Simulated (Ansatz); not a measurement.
**Ni: a tetragonal deformation path**

The task, for Ni: follow a tetragonal deformation at fixed volume.

Program: Ansatz 0.2.0. Level of theory: DFT PBE, scalar-relativistic, plane waves, PAW. These are calculated values, not measurements.

### 1 The starting structure

The structure is cubic, space group Fm-3m (No. 225). Conventional cell: a = 3.536 Å, b = 3.536 Å, c = 3.536 Å, α = 90.00°, β = 90.00°, γ = 90.00°. Around Ni (site symmetry m-3m) lie 12 Ni at 2.50 Å.

Structure file:

```cif
data_structure
_symmetry_space_group_name_H-M 'Fm-3m'
_symmetry_Int_Tables_number 225
_cell_length_a 3.5359
_cell_length_b 3.5359
_cell_length_c 3.5359
_cell_angle_alpha 90.000
_cell_angle_beta 90.000
_cell_angle_gamma 90.000
_cell_volume 44.21
loop_
_atom_site_label
_atom_site_type_symbol
_atom_site_symmetry_multiplicity
_atom_site_Wyckoff_symbol
_atom_site_fract_x
_atom_site_fract_y
_atom_site_fract_z
_atom_site_occupancy
Ni1 Ni 4 a 0.00000 0.00000 0.00000 1
```

The cell is taken as given, not relaxed at this level.

### 2 The reference: the undisturbed cell on the scan's mesh

The input, input.yaml:

```yaml
crystal:
  lattice:
    - [0.0, 1.76795, 1.76795]
    - [1.76795, 0.0, 1.76795]
    - [1.76795, 1.76795, 0.0]
  atoms:
    - { symbol: Ni, position: [0.0, 0.0, 0.0], spin: 0.81 }
basis:
  ecutwfc: 420
kpoints:
  mp_grid: { grid: [26, 26, 26] }
hamiltonian:
  xc: pbe
scf:
  occupations: { method: gaussian, width: 0.15 }
output:
  forces: true
  stress: true
  eigenvalues: true
  populations: true
magnetization:
  spin_polarized: true
```

The run is started by

```
$ ansatz run input.yaml --threads 1 --pin off --max-ram 2560MiB --backend cpu --events-out ev --progress --plain --runs-dir out
```

### 3 The scan: a tetragonal deformation path

At fixed volume and fractional coordinates, lengths along (0.000, 0.000, 1.000) are scaled against those across it; ρ is that ratio over its starting value.

### 4 At ρ = 0.707

Edit input.yaml of step 2 so:

```diff
@@ -2,5 +2,5 @@
   lattice:
-    - [0.0, 1.76795, 1.76795]
-    - [1.76795, 0.0, 1.76795]
-    - [1.76795, 1.76795, 0.0]
+    - [0.0, 1.9845566802, 1.4030815729]
+    - [1.9845566802, 0.0, 1.4030815729]
+    - [1.9845566802, 1.9845566802, 0.0]
   atoms:
```

### 5 Point ρ = 1.414

Edit input.yaml of step 4 so:

```diff
@@ -2,5 +2,5 @@
   lattice:
-    - [0.0, 1.9845566802, 1.4030815729]
-    - [1.9845566802, 0.0, 1.4030815729]
-    - [1.9845566802, 1.9845566802, 0.0]
+    - [0.0, 1.5751436809, 2.2272531649]
+    - [1.5751436809, 0.0, 2.2272531649]
+    - [1.5751436809, 1.5751436809, 0.0]
   atoms:
@@ -20,2 +20,6 @@
   populations: true
+  write_density: true
+  write_potential: true
+  elf: true
+  volumetric_format: npy
 magnetization:
```

### 6 Point ρ = 0.850

The input, input.yaml:

```yaml
crystal:
  lattice:
    - [0.0, 1.8663668121, 1.5864117902]
    - [1.8663668121, 0.0, 1.5864117902]
    - [1.8663668121, 1.8663668121, 0.0]
  atoms:
    - { symbol: Ni, position: [0.0, 0.0, 0.0], spin: 0.81 }
basis:
  ecutwfc: 420
kpoints:
  mp_grid: { grid: [26, 26, 26] }
hamiltonian:
  xc: pbe
scf:
  occupations: { method: gaussian, width: 0.15 }
output:
  forces: true
  stress: true
  eigenvalues: true
  populations: true
magnetization:
  spin_polarized: true
```

### 7 ρ = 1.200

Edit input.yaml of step 6 so:

```diff
@@ -2,5 +2,5 @@
   lattice:
-    - [0.0, 1.8663668121, 1.5864117902]
-    - [1.8663668121, 0.0, 1.5864117902]
-    - [1.8663668121, 1.8663668121, 0.0]
+    - [0.0, 1.6637046473, 1.9964455767]
+    - [1.6637046473, 0.0, 1.9964455767]
+    - [1.6637046473, 1.6637046473, 0.0]
   atoms:
```

### 8 ρ = 0.780

Edit input.yaml of step 7 so:

```diff
@@ -2,5 +2,5 @@
   lattice:
-    - [0.0, 1.6637046473, 1.9964455767]
-    - [1.6637046473, 0.0, 1.9964455767]
-    - [1.6637046473, 1.6637046473, 0.0]
+    - [0.0, 1.9206067205, 1.498073242]
+    - [1.9206067205, 0.0, 1.498073242]
+    - [1.9206067205, 1.9206067205, 0.0]
   atoms:
```

### 9 ρ = 1.300

Edit input.yaml of step 8 so:

```diff
@@ -2,5 +2,5 @@
   lattice:
-    - [0.0, 1.9206067205, 1.498073242]
-    - [1.9206067205, 0.0, 1.498073242]
-    - [1.9206067205, 1.9206067205, 0.0]
+    - [0.0, 1.6199024453, 2.1058731788]
+    - [1.6199024453, 0.0, 2.1058731788]
+    - [1.6199024453, 1.6199024453, 0.0]
   atoms:
```

### 10 At ρ = 0.920

Edit input.yaml of step 9 so:

```diff
@@ -2,5 +2,5 @@
   lattice:
-    - [0.0, 1.6199024453, 2.1058731788]
-    - [1.6199024453, 0.0, 2.1058731788]
-    - [1.6199024453, 1.6199024453, 0.0]
+    - [0.0, 1.8177774126, 1.6723552195]
+    - [1.8177774126, 0.0, 1.6723552195]
+    - [1.8177774126, 1.8177774126, 0.0]
   atoms:
```

### 11 ρ = 1.100

Edit input.yaml of step 10 so:

```diff
@@ -2,5 +2,5 @@
   lattice:
-    - [0.0, 1.8177774126, 1.6723552195]
-    - [1.8177774126, 0.0, 1.6723552195]
-    - [1.8177774126, 1.8177774126, 0.0]
+    - [0.0, 1.7126649768, 1.8839314745]
+    - [1.7126649768, 0.0, 1.8839314745]
+    - [1.7126649768, 1.7126649768, 0.0]
   atoms:
```

### 12 ρ = 0.650

Edit input.yaml of step 11 so:

```diff
@@ -2,5 +2,5 @@
   lattice:
-    - [0.0, 1.7126649768, 1.8839314745]
-    - [1.7126649768, 0.0, 1.8839314745]
-    - [1.7126649768, 1.7126649768, 0.0]
+    - [0.0, 2.0409491895, 1.3266169732]
+    - [2.0409491895, 0.0, 1.3266169732]
+    - [2.0409491895, 2.0409491895, 0.0]
   atoms:
```

(Steps that only read results are left out.)

What does the calculation give? Wanted: highest point.

As calculated:

```
     quantity                        value
highest point  436.4 meV/atom at ρ = 1.414
```

**Reading.** No sampled point lies below the undisturbed cell. No sampled point inside the path is a dip, apart from those named. At ρ = 0.707 the cell takes another symmetry, Im-3m, 98.9 meV/atom from the start at this fixed volume.
